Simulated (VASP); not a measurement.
Write the native input for VASP 6.6.1 that does the following.

* Task: band structure
* Functional: PBE
* Potentials or basis: VASP PAW PBE potentials, release 64 (Be, Te)
* Cutoff: 520 eV
* k mesh: 14 × 14 × 14
* Occupations: gaussian, width 0.02 eV
* Spin: no spin polarisation
* Further INCAR settings: ALGO = Normal; EDIFF = 1e-07; NBANDS = 11

The structure of BeTe lies in POSCAR:

```
BeTe                                    
1.0
   -0.0000000000      2.8341704280      2.8341704280
    2.8341704280      0.0000000000      2.8341704280
    2.8341704280      2.8341704280     -0.0000000000
  Be              Te            
     1     1
Direct
     0.0000000000000000    1.0000000000000000    0.0000000000000000
     0.2500000000000000    0.2500000000000000    0.2500000000000000
```

The input as run:

INCAR

```
PREC = Accurate ; ENCUT = 520
EDIFF = 1E-7 ; ISMEAR = 0
SIGMA = 0.02 ; LREAL = F
LASPH = T ; NELM = 100
ALGO = Normal ; ISIF = 2
LWAVE = F ; LCHARG = F
GGA = PE ; NBANDS = 11
```

KPOINTS

```
regular mesh
0
Gamma
  14 14 14
```

KPOINTS_OPT

```
path GXWKGLUWLK,UX
15
line-mode
reciprocal
 0.0000000000  0.0000000000  0.0000000000  G
 0.5000000000  0.0000000000  0.5000000000  X

 0.5000000000  0.0000000000  0.5000000000  X
 0.5000000000  0.2500000000  0.7500000000  W

 0.5000000000  0.2500000000  0.7500000000  W
 0.3750000000  0.3750000000  0.7500000000  K

 0.3750000000  0.3750000000  0.7500000000  K
 0.0000000000  0.0000000000  0.0000000000  G

 0.0000000000  0.0000000000  0.0000000000  G
 0.5000000000  0.5000000000  0.5000000000  L

 0.5000000000  0.5000000000  0.5000000000  L
 0.6250000000  0.2500000000  0.6250000000  U

 0.6250000000  0.2500000000  0.6250000000  U
 0.5000000000  0.2500000000  0.7500000000  W

 0.5000000000  0.2500000000  0.7500000000  W
 0.5000000000  0.5000000000  0.5000000000  L

 0.5000000000  0.5000000000  0.5000000000  L
 0.3750000000  0.3750000000  0.7500000000  K

 0.6250000000  0.2500000000  0.6250000000  U
 0.5000000000  0.0000000000  0.5000000000  X
```

Potentials or basis: VASP PAW PBE potentials, release 64 (Be, Te).

Run with:

```console
$ cat potpaw_PBE.64/Be/POTCAR potpaw_PBE.64/Te/POTCAR > POTCAR
$ mpirun -np 1 vasp_std > vasp.out
```

Results of the run:

| Quantity | Value |
| --- | --- |
| Pressure | 0.0 GPa |
| Band gap on the k mesh | 2.02 eV, indirect (least direct gap 3.63 eV) |
| Band gap along the path | 2.02 eV, indirect (least direct gap 3.63 eV) |

Caveat: spin-orbit coupling is left out, which moves the levels of the heavy elements.

Wall time 44 s on 1 thread of Intel(R) Xeon(R) 6975P-C (Granite Rapids), with other jobs on the host, peak memory 0.23 GiB.
